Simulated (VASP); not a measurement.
TiSi under changes of volume

One of the cells (13.732 Å³/atom); the others are scaled copies at fixed shape and fractional positions:

```
Ti Si
1.0
     3.79931    0.00000    0.00000
     0.00000    1.79921    2.00887
     0.00000   -1.79921    2.00887
Ti Si
1 1
Direct
  0.00000 0.05078 0.05078
  0.50000 0.55072 0.55072
```

The cell comes from a database or a generator and needn't be the stable form of this composition.

| Property | Result |
| --- | --- |
| Program | VASP 6.6.1 |
| Functional | LDA |
| Potentials or basis | VASP PAW LDA potentials, release 64 (Ti_sv, Si) |
| Cutoff | 520 eV |
| k mesh | 6 × 8 × 8 |
| Occupations | fermi-dirac, width 0.05 eV |
| Spin | no spin polarisation |

| volume (Å³/atom) | energy over the lowest point (meV/atom) | pressure (GPa) |
| --- | --- | --- |
| 13.183 | 11.24 | 6.7 |
| 13.458 | ? | ? |
| 13.732 | 0.00 | 0.0 |
| 14.007 | 2.55 | -3.0 |
| 14.281 | 9.95 | -6.0 |

Problem. What does the run at 13.458 Å³/atom give?

Solution. Energy over the lowest point 2.76 meV/atom; pressure 3.2 GPa.

Worked out: A Birch-Murnaghan fit of order 2 (a polynomial in V^(-2/3)) to the other rows has its minimum at 13.73 Å³/atom with B0 = V·E''(V) = 154 GPa at fixed shape and positions, which overstates the stiffness. It gives 2.68 meV/atom at 13.458 Å³/atom, against the run's 2.76, and -dE/dV = 3.2 GPa, against 3.2.

Energies are extrapolated to zero smearing.
